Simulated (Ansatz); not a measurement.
## KI under changes of volume

One of the cells (44.091 Å³/atom); the others are scaled copies at fixed shape and fractional positions:

```
CELL_PARAMETERS angstrom
0.00000 3.53277 3.53277
3.53277 0.00000 3.53277
3.53277 3.53277 0.00000
ATOMIC_POSITIONS crystal
I 0.50000 0.50000 0.50000
K 0.00000 0.00000 0.00000
```

```yaml
Program: Ansatz 0.2.0
Functional: PBEsol
Potentials_or_basis: all-electron LAPW, scalar-relativistic
Cutoff: 116 eV (chosen from the basis error)
Basis_error_allowed: 0.001 eV/atom
k_mesh: 7 × 7 × 7
Occupations: fermi-dirac, width 0.05 eV
Spin: no spin polarisation
```

| volume (Å³/atom) | energy over the lowest point (meV/atom) | pressure (GPa) | gap on the mesh (eV) |
| --- | --- | --- | --- |
| 41.445 | 2.27 | 0.5 | 3.95 |
| 42.327 | 0.38 | 0.2 | 3.91 |
| 43.209 | 0.00 | -0.1 | 3.86 |
| 44.091 | 0.96 | -0.3 | 3.82 |
| 44.973 | 3.09 | -0.5 | 3.78 |
| 45.854 | 6.27 | -0.7 | 3.74 |
| 46.736 | ? | ? | ? |

**Question.** What does the run at 46.736 Å³/atom give?

**Answer.** Energy over the lowest point 10.38 meV/atom; pressure -0.8 GPa; gap on the mesh 3.70 eV.

Worked out: A Birch-Murnaghan fit of order 3 (a polynomial in V^(-2/3)) to the other rows has its minimum at 43.00 Å³/atom with B0 = V·E''(V) = 12.2 GPa and B' = 5.0. It gives 10.37 meV/atom at 46.736 Å³/atom, against the run's 10.38, and -dE/dV = -0.8 GPa, against -0.8. A straight line through the other rows of the gap, of slope -2.09 eV per unit of ln V (its deformation potential), extrapolates to 3.70 eV, against the run's 3.70.

Energies are extrapolated to zero smearing.

Caveats: spin-orbit coupling is left out, which moves the levels of the heavy elements; an odd mesh through Γ misses points on the zone boundary, where band edges often lie (some runs).
